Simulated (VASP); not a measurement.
# Bi (P6_3/mmc) in VASP: notebook

One crystal, Bi, is run at these levels: PBE; tasks: single point, relaxation of cell and atoms.

All numbers are computed with VASP 6.6.1; they aren't measurements. Logs are shortened: lines on timing, memory, paths and dates and some standing lists are left out, and cuts for length are marked.

## Step 1: Starting point

The structure is hexagonal, space group P6_3/mmc (No. 194). Conventional cell: a = 3.509 Å, b = 3.509 Å, c = 5.883 Å, α = 90.00°, β = 90.00°, γ = 120.00°. Bi (site symmetry -6m2) is surrounded by 12 Bi at 3.51 to 3.57 Å.

The cell was built by a generator and needn't be a form met in nature.

## Step 2: Single point, PBE

INCAR reads:

```
SYSTEM = Bi
  PREC = Accurate
  ENCUT = 520
  EDIFF = 1E-7
  ISMEAR = 0
  SIGMA = 0.05
  LREAL = .False.
  LASPH = .True.
  NELM = 100
  ALGO = Normal
  ISIF = 2
  LWAVE = .False.
  LCHARG = .False.
  GGA = PE
  NBANDS = 22
```

KPOINTS reads:

```
regular mesh
0
Gamma
  6 6 4
  0 0 0
```

POSCAR reads:

```
Bi
1.0
    3.5093683750      0.0000000000      0.0000000000
   -1.7546841875      3.0392021640      0.0000000000
    0.0000000000      0.0000000000      5.8831025333
Bi
2
Direct
    0.3333333333      0.6666666667      0.7500000000
    0.6666666667      0.3333333333      0.2500000000
```

Potentials or basis: VASP PAW PBE potentials, release 64 (Bi_d).

Launch:

```bash
> cat potpaw_PBE.64/Bi_d/POTCAR > POTCAR
> mpirun -np 1 vasp_std > vasp.out
```

OUTCAR:

```text
SYSTEM = Bi
   PREC = Accurate
   ENCUT = 520
   EDIFF = 1E-7
   ISMEAR = 0
   LREAL = .False.
   LASPH = .True.
   NELM = 100
   ISIF = 2
   GGA = PE

 ion  position               nearest neighbor table
   1  0.333  0.667  0.750-   2 3.57   2 3.57   2 3.57   2 3.57   2 3.57   2 3.57
   2  0.667  0.333  0.250-   1 3.57   1 3.57   1 3.57   1 3.57   1 3.57   1 3.57

  LATTYP: Found a hexagonal cell.
 ALAT       =     3.5093683750
 C/A-ratio  =     1.6763992561

  Lattice vectors:

 A1 = (   3.5093683750,   0.0000000000,   0.0000000000)
 A2 = (  -1.7546841875,   3.0392021640,   0.0000000000)
 A3 = (   0.0000000000,   0.0000000000,   5.8831025333)

Analysis of symmetry for initial positions (statically):
=====================================================================
 Subroutine PRICEL returns:
 Original cell was already a primitive cell.

 Routine SETGRP: Setting up the symmetry group for a
 hexagonal supercell.

 Subroutine GETGRP returns: Found 24 space group operations
 (whereof 12 operations were pure point group operations)
 out of a pool of 24 trial point group operations.

The static configuration has the point symmetry D_3d.
 The point group associated with its full space group is D_6h.

Analysis of symmetry for dynamics (positions and initial velocities):
=====================================================================
 Subroutine PRICEL returns:
 Original cell was already a primitive cell.

 Routine SETGRP: Setting up the symmetry group for a
 hexagonal supercell.

 Subroutine GETGRP returns: Found 24 space group operations
 (whereof 12 operations were pure point group operations)
 out of a pool of 24 trial point group operations.

The dynamic configuration has the point symmetry D_3d.
 The point group associated with its full space group is D_6h.

 Subroutine INISYM returns: Found 24 space group operations
 (whereof 12 operations are pure point group operations),
 and found     1 'primitive' translations

----------------------------------------------------------------------------------------

                                     Primitive cell

  volume of cell :      62.7473

  direct lattice vectors                    reciprocal lattice vectors
     3.509368375  0.000000000  0.000000000     0.284951562  0.164516861  0.000000000
    -1.754684188  3.039202164  0.000000000     0.000000000  0.329033722  0.000000000
     0.000000000  0.000000000  5.883102533     0.000000000  0.000000000  0.169978340

  length of vectors
     3.509368375  3.509368375  5.883102533     0.329033722  0.329033722  0.169978340

  position of ions in fractional coordinates (direct lattice)
     0.333333333  0.666666667  0.750000000
     0.666666667  0.333333333  0.250000000

  ion indices of the primitive-cell ions
   primitive index   ion index
                 1           1
                 2           2

----------------------------------------------------------------------------------------

 KPOINTS: regular mesh

Automatic generation of k-mesh.
 Grid dimensions read from file:
 generate k-points for:    6    6    4

 Generating k-lattice:

  Cartesian coordinates                     Fractional coordinates (reciprocal lattice)
     0.047491927  0.027419477  0.000000000     0.166666667  0.000000000  0.000000000
     0.000000000  0.054838954  0.000000000     0.000000000  0.166666667  0.000000000
     0.000000000  0.000000000  0.042494585     0.000000000  0.000000000  0.250000000

  Length of vectors
     0.054838954  0.054838954  0.042494585

  Shift w.r.t. Gamma in fractional coordinates (k-lattice)
     0.000000000  0.000000000  0.000000000

 Subroutine IBZKPT returns following result:
 ===========================================

 Found     21 irreducible k-points:

 Following reciprocal coordinates:
            Coordinates               Weight
  0.000000  0.000000  0.000000      1.000000
  0.166667  0.000000  0.000000      6.000000
  0.333333  0.000000  0.000000      6.000000
  0.500000  0.000000  0.000000      3.000000
  0.166667  0.166667  0.000000      6.000000
  0.333333  0.166667  0.000000     12.000000
[... 13 lines left out ...]
  0.333333  0.166667  0.500000     12.000000
  0.333333  0.333333  0.500000      2.000000
   k-points           NKPTS =     21   k-points in BZ     NKDIM =     21   number of bands    NBANDS=     22
   number of dos      NEDOS =    301   number of ions     NIONS =      2
   total plane-waves  NPLWV =  37632
   dimension x,y,z NGX =    28 NGY =   28 NGZ =   48
   dimension x,y,z NGXF=    56 NGYF=   56 NGZF=   96
   ions per type =               2
   NGX,Y,Z   is equivalent  to a cutoff of  13.26, 13.26, 13.56 a.u.
   NGXF,Y,Z  is equivalent  to a cutoff of  26.53, 26.53, 27.13 a.u.
 SYSTEM =  Bi
   PREC   = accura    normal or accurate (medium, high low for compatibility)
   ISTART =      0    job   : 0-new  1-cont  2-samecut
   ICHARG =      2    charge: 1-file 2-atom 10-const
   ISPIN  =      1    spin polarized calculation?
   LNONCOLLINEAR =      F non collinear calculations
   LSORBIT =      F    spin-orbit coupling
   LASPH  =      T    aspherical Exc in radial PAW
   ENCUT  =  520.0 eV  38.22 Ry    6.18 a.u.   6.53  6.53 10.94*2*pi/ulx,y,z
   NELM   =    100;   NELMIN=  2; NELMDL= -5     # of ELM steps
   EDIFF  = 0.1E-06   stopping-criterion for ELM
   LREAL  =      F    real-space projection
   EDIFFG = 0.1E-05   stopping-criterion for IOM
   NSW    =      0    number of steps for IOM
   IBRION =     -1    ionic relax: 0-MD 1-quasi-New 2-CG
   NFREE  =      0    steps in history (QN), initial steepest desc. (CG)
   ISIF   =      2    stress and relaxation
   ISYM   =      2    0-nonsym 1-usesym 2-fastsym
   POTIM  = 0.5000    time-step for ionic-motion
   TEBEG  =    0.0;   TEEND  =   0.0 temperature during run
   PSTRESS=    0.0 pullay stress
   NELECT =      30.0000    total number of electrons
   NUPDOWN=      -1.0000    fix difference up-down
   EMIN   =  10.00;   EMAX   =-10.00  energy-range for DOS
   EFERMI =   0.00;   METHOD = LEGACY
   ISMEAR =     0;   SIGMA  =   0.05  broadening in eV -4-tet -1-fermi 0-gaus
   EFERMI_NEDOS =   21; number of points for ismear=-14 and -15
   IALGO  =     38    algorithm
   IMIX   =      4    mixing-type and parameters
     AMIX     =   0.40;   BMIX     =  1.00
     AMIX_MAG =   1.60;   BMIX_MAG =  1.00
  volume/ion in A,a.u.               =      31.37       211.72
  Fermi-wavevector in a.u.,A,eV,Ry     =   1.280119  2.419074 22.295922  1.638704
  Thomas-Fermi vector in A             =   2.412565
   LORBIT       =      0    0 simple, 1 ext, 2 COOP (PROOUT), +10 PAW based schemes
   GGA     = PE    functional components
   LHFCALC =     F    Hartree Fock is set to
   AEXX    =    0.0000 exact exchange contribution
   IVDW    =     0    specifies the selected vdW correction
   LEPSILON=     F    determine dielectric tensor
   LRPA    =     F    only Hartree local field effects (RPA)
 non-spin polarized calculation
 Gauss-broadening in eV      SIGMA  =   0.05
  energy-cutoff  :      520.00
  volume of cell :       62.75
 maximum number of plane-waves:      1720
 NGX is ok and might be reduce to    28
   NGX = 13   NGY = 13   NGZ = 21

 number of electron      29.9999997 magnetization

 Free energy of the ion-electron system (eV)
  ---------------------------------------------------
  ext. energy  EPLUGINS =         0.00000000
  ---------------------------------------------------
  free energy    TOTEN  =        -7.60568758 eV

  energy without entropy =       -7.60473046  energy(sigma->0) =       -7.60520902

 E-fermi :   8.1937     XC(G=0): -10.2581

 val. band max:        8.1267576010   @ k =   0.5000   0.0000   0.0000
 cond. band min:       8.2280871405   @ k =   0.1667   0.0000   0.0000
 fundamental gap:      0.1013295394
 Fermi energy:         8.1937348155

 k-point     1 :       0.0000    0.0000    0.0000
  band No.  band energies     occupation
      1     -15.2071      2.00000
      2     -15.2071      2.00000
      3     -15.2064      2.00000
      4     -15.1996      2.00000
      5     -15.1996      2.00000
      6     -15.1931      2.00000
[... 14 lines left out ...]
     21      17.1909      0.00000
     22      18.4753      0.00000

 k-point     2 :       0.1667    0.0000    0.0000
  band No.  band energies     occupation
      1     -15.2293      2.00000
      2     -15.2035      2.00000
      3     -15.1822      2.00000
      4     -15.1732      2.00000
      5     -15.1657      2.00000
      6     -15.1628      2.00000
[... 14 lines left out ...]
     21      17.0764      0.00000
     22      17.7683      0.00000

 k-point     3 :       0.3333    0.0000    0.0000
  band No.  band energies     occupation
      1     -15.2617      2.00000
      2     -15.2131      2.00000
      3     -15.1943      2.00000
      4     -15.1764      2.00000
      5     -15.1397      2.00000
      6     -15.1232      2.00000
[... 14 lines left out ...]
     21      16.2643      0.00000
     22      17.6896      0.00000

 k-point     4 :       0.5000    0.0000    0.0000
  band No.  band energies     occupation
      1     -15.2766      2.00000
      2     -15.2198      2.00000
      3     -15.2114      2.00000
      4     -15.1847      2.00000
      5     -15.1380      2.00000
      6     -15.1176      2.00000
[... 14 lines left out ...]
     21      15.9551      0.00000
     22      17.7080      0.00000

 k-point     5 :       0.1667    0.1667    0.0000
  band No.  band energies     occupation
      1     -15.2188      2.00000
      2     -15.2119      2.00000
      3     -15.1852      2.00000
      4     -15.1734      2.00000
      5     -15.1632      2.00000
      6     -15.1569      2.00000
[... 14 lines left out ...]
     21      16.8502      0.00000
     22      16.9135      0.00000

 k-point     6 :       0.3333    0.1667    0.0000
  band No.  band energies     occupation
      1     -15.2347      2.00000
      2     -15.2150      2.00000
      3     -15.1885      2.00000
      4     -15.1760      2.00000
      5     -15.1364      2.00000
      6     -15.1359      2.00000
[... 14 lines left out ...]
     21      18.3928      0.00000
     22      18.8271      0.00000

 k-point     7 :       0.3333    0.3333    0.0000
  band No.  band energies     occupation
      1     -15.2273      2.00000
      2     -15.1612      2.00000
      3     -15.1612      2.00000
      4     -15.1561      2.00000
      5     -15.1561      2.00000
      6     -15.1459      2.00000
[... 249 lines left out ...]
      6     -15.1312      2.00000
[... 14 lines left out ...]
     21      16.2045      0.00000
     22      16.2045      0.00000

 k-point    18 :       0.5000    0.0000    0.5000
  band No.  band energies     occupation
      1     -15.2496      2.00000
      2     -15.2496      2.00000
      3     -15.2031      2.00000
      4     -15.2031      2.00000
      5     -15.1279      2.00000
      6     -15.1279      2.00000
[... 14 lines left out ...]
     21      14.5426      0.00000
     22      14.5426      0.00000

 k-point    19 :       0.1667    0.1667    0.5000
  band No.  band energies     occupation
      1     -15.2150      2.00000
      2     -15.2150      2.00000
      3     -15.1904      2.00000
      4     -15.1904      2.00000
      5     -15.1446      2.00000
      6     -15.1446      2.00000
[... 14 lines left out ...]
     21      17.9027      0.00000
     22      17.9027      0.00000

 k-point    20 :       0.3333    0.1667    0.5000
  band No.  band energies     occupation
      1     -15.2185      2.00000
      2     -15.2185      2.00000
      3     -15.1905      2.00000
      4     -15.1905      2.00000
      5     -15.1388      2.00000
      6     -15.1388      2.00000
[... 14 lines left out ...]
     21      16.4300      0.00000
     22      16.4300      0.00000

 k-point    21 :       0.3333    0.3333    0.5000
  band No.  band energies     occupation
      1     -15.2010      2.00000
      2     -15.2010      2.00000
      3     -15.1549      2.00000
      4     -15.1549      2.00000
      5     -15.1367      2.00000
      6     -15.1367      2.00000
[... 14 lines left out ...]
     21      15.4231      0.00000
     22      15.4231      0.00000

------------------------ aborting loop because EDIFF is reached ----------------------------------------

  FORCE on cell =-STRESS in cart. coord.  units (eV):
  Direction    XX          YY          ZZ          XY          YZ          ZX
  --------------------------------------------------------------------------------------
  -------------------------------------------------------------------------------------
  Total       -0.0638719     -0.0638719     -0.0790806      0.0000000      0.0000000      0.0000000
  in kB       -1.6308938     -1.6308938     -2.0192296      0.0000000      0.0000000      0.0000000
  external PRESSURE =      -1.7603391 kB  Pullay stress =       0.0000000 kB

 VOLUME and BASIS-vectors are now :
 -----------------------------------------------------------------------------
  energy-cutoff  :      520.00
  volume of cell :       62.75
      direct lattice vectors                 reciprocal lattice vectors
     3.509368375  0.000000000  0.000000000     0.284951562  0.164516861  0.000000000
    -1.754684188  3.039202164  0.000000000     0.000000000  0.329033722  0.000000000
     0.000000000  0.000000000  5.883102533     0.000000000  0.000000000  0.169978340

 POSITION                                       TOTAL-FORCE (eV/Angst)
 -----------------------------------------------------------------------------------
     -0.00000      2.02613      4.41233        -0.000000     -0.000000      0.000000
      1.75468      1.01307      1.47078         0.000000      0.000000      0.000000
 -----------------------------------------------------------------------------------
    total drift:                                0.000000     -0.000000      0.000000

  FREE ENERGIE OF THE ION-ELECTRON SYSTEM (eV)
  ---------------------------------------------------
  free  energy   TOTEN  =        -7.6056875806 eV

  energy  without entropy=       -7.6047304621  energy(sigma->0) =       -7.60520902
```

Wall time 15 s (1 thread of AMD EPYC 9R45 (Zen 5), shared host); peak memory 0.15 GiB.

What came out:

- Free energy: -7.6057 eV
- Pressure: -0.2 GPa
- Band gap on the k mesh: none (metal or under the smearing width)

Caveat: spin-orbit coupling is left out, which moves the levels of the heavy elements.

## Step 3: Relaxation of cell and atoms, PBE

This run uses another cell than the first one, of 35.39 Å³/atom, 1.128 times its volume.

INCAR reads:

```
PREC = Accurate
ENCUT = 600
EDIFF = 1E-6
ISMEAR = 0
SIGMA = 0.05
LREAL = F
LASPH = T
NELM = 100
ALGO = Normal
ISIF = 3
LWAVE = F
LCHARG = F
GGA = PE
IBRION = 2
NSW = 80
EDIFFG = -0.03
```

KPOINTS reads:

```
Automatic mesh
0
Gamma
  6 6 4
```

POSCAR reads:

```
Bi
1.0
    3.6848437729      0.0000000000      0.0000000000
   -1.8424218865      3.1911683163      0.0000000000
    0.0000000000      0.0000000000      6.0185781624
Bi
2
Direct
    0.3333333333      0.6666666667      0.7500000000
    0.6666666667      0.3333333333      0.2500000000
```

Potentials or basis: VASP PAW PBE potentials, release 64 (Bi_d).

Launch:

```bash
> cat potpaw_PBE.64/Bi_d/POTCAR > POTCAR
> mpirun -np 1 vasp_std > vasp.out
```

OUTCAR:

```text
PREC = Accurate
   ENCUT = 600
   EDIFF = 1E-6
   ISMEAR = 0
   LREAL = F
   LASPH = T
   NELM = 100
   ISIF = 3
   GGA = PE
   IBRION = 2
   NSW = 80
   EDIFFG = -0.03

 ion  position               nearest neighbor table
   1  0.333  0.667  0.750-   2 3.69   2 3.69   2 3.69   2 3.69   2 3.69   2 3.69
   2  0.667  0.333  0.250-   1 3.69   1 3.69   1 3.69   1 3.69   1 3.69   1 3.69

  LATTYP: Found a hexagonal cell.
 ALAT       =     3.6848437729
 C/A-ratio  =     1.6333333333

  Lattice vectors:

 A1 = (   3.6848437729,   0.0000000000,   0.0000000000)
 A2 = (  -1.8424218865,   3.1911683163,   0.0000000000)
 A3 = (   0.0000000000,   0.0000000000,   6.0185781624)

Analysis of symmetry for initial positions (statically):
=====================================================================
[... 176 lines left out ...]

 val. band max:        6.6034712941   @ k =   0.1667  -0.0000   0.0000
 cond. band min:       6.7907549831   @ k =   0.5000   0.0000   0.0000
 fundamental gap:      0.1872836890
 Fermi energy:         6.6186997762

 k-point     1 :       0.0000    0.0000    0.0000
  band No.  band energies     occupation
      1     -16.5547      2.00000
      2     -16.5547      2.00000
      3     -16.5510      2.00000
      4     -16.5497      2.00000
      5     -16.5497      2.00000
      6     -16.5420      2.00000
[... 558 lines left out ...]
--------------------------------------- Ionic step        4  -------------------------------------------

 number of electron      29.9999996 magnetization

 Free energy of the ion-electron system (eV)
  ---------------------------------------------------
  ext. energy  EPLUGINS =         0.00000000
  ---------------------------------------------------
  free energy    TOTEN  =        -7.60623053 eV

  energy without entropy =       -7.60522813  energy(sigma->0) =       -7.60572933

 E-fermi :   8.1991     XC(G=0): -10.2653

 val. band max:        8.1433726282   @ k =   0.5000   0.0000   0.0000
 cond. band min:       8.2298117715   @ k =   0.1667  -0.0000   0.0000
 fundamental gap:      0.0864391432
 Fermi energy:         8.1991160232

 k-point     1 :       0.0000    0.0000    0.0000
  band No.  band energies     occupation
      1     -15.1882      2.00000
      2     -15.1882      2.00000
      3     -15.1872      2.00000
      4     -15.1805      2.00000
      5     -15.1805      2.00000
      6     -15.1745      2.00000
[... 480 lines left out ...]
  FREE ENERGIE OF THE ION-ELECTRON SYSTEM (eV)
  ---------------------------------------------------
  free  energy   TOTEN  =        -7.6062305265 eV

  energy  without entropy=       -7.6052281317  energy(sigma->0) =       -7.60572933

 reached required accuracy - stopping structural energy minimisation
```

OSZICAR:

```text
N       E                     dE             d eps       ncg     rms          rms(c)
DAV:   1     0.303805466209E+03    0.30381E+03   -0.17815E+04   798   0.212E+03
DAV:   2     0.173473547529E+02   -0.28646E+03   -0.28223E+03   801   0.475E+02
DAV:   3    -0.660096489326E+01   -0.23948E+02   -0.23131E+02   947   0.157E+02
[... 32 lines left out ...]
DAV:   2    -0.761311037219E+01    0.12589E-01   -0.31701E-02   878   0.220E+00    0.404E-01
DAV:   3    -0.760606866839E+01    0.70417E-02   -0.13470E-02  1003   0.147E+00    0.453E-02
DAV:   4    -0.760623226438E+01   -0.16360E-03   -0.23459E-03   822   0.547E-01    0.243E-02
DAV:   5    -0.760623044174E+01    0.18226E-05   -0.92226E-05  1088   0.115E-01    0.592E-03
DAV:   6    -0.760623052648E+01   -0.84739E-07   -0.47662E-06   753   0.216E-02
   4 F= -.76062305E+01 E0= -.76057293E+01  d E =-.226017E-02
```

CONTCAR:

```text
Bi
   1.00000000000000
     3.5109366639606514    0.0000000000027004    0.0000000000000000
    -1.7554683320256275    3.0405603420596350    0.0000000000000000
    -0.0000000000000000   -0.0000000000000000    5.8689328129494420
  Bi
     2
Direct
     0.3333333332999970    0.6666666667000030    0.7500000000000000
     0.6666666667000030    0.3333333332999970    0.2500000000000000

  0.00000000E+00  0.00000000E+00  0.00000000E+00
  0.00000000E+00  0.00000000E+00  0.00000000E+00
```

Wall time 49 s (1 thread of AMD EPYC 9R45 (Zen 5), shared host); peak memory 0.18 GiB.

Results:

- Free energy: -7.6062 eV
- Relaxed volume: 31.33 Å³/atom
- Relaxed cell: a = 3.511 Å, b = 3.511 Å, c = 5.869 Å, α = 90.00°, β = 90.00°, γ = 120.00°
- Space group after relaxing (to 0.05 Å): P6_3/mmc (No. 194)
- Energy gained by relaxing: 72.7 meV/atom
- Ionic steps: 4
- Pressure after relaxing: 0.0 GPa
- Band gap on the k mesh: none (metal or under the smearing width)

The path:
```
step  energy change (eV)  largest force (eV/Å)  pressure (GPa)  volume (Å³)
   1              0.0000                0.0000           -4.97        70.77
   2             -0.1251                0.0000            2.52        60.10
   3             -0.1431                0.0000            0.07        62.62
   4             -0.1453                0.0000            0.00        62.65
```

Final structure:
```xyz
2
Lattice="3.5109 0.0000 0.0000 -1.7555 3.0406 0.0000 0.0000 0.0000 5.8689" Properties=species:S:1:pos:R:3 pbc="T T T"
Bi    0.0000    2.0270    4.4017
Bi    1.7555    1.0135    1.4672
```

Caveat: spin-orbit coupling is left out, which moves the levels of the heavy elements.
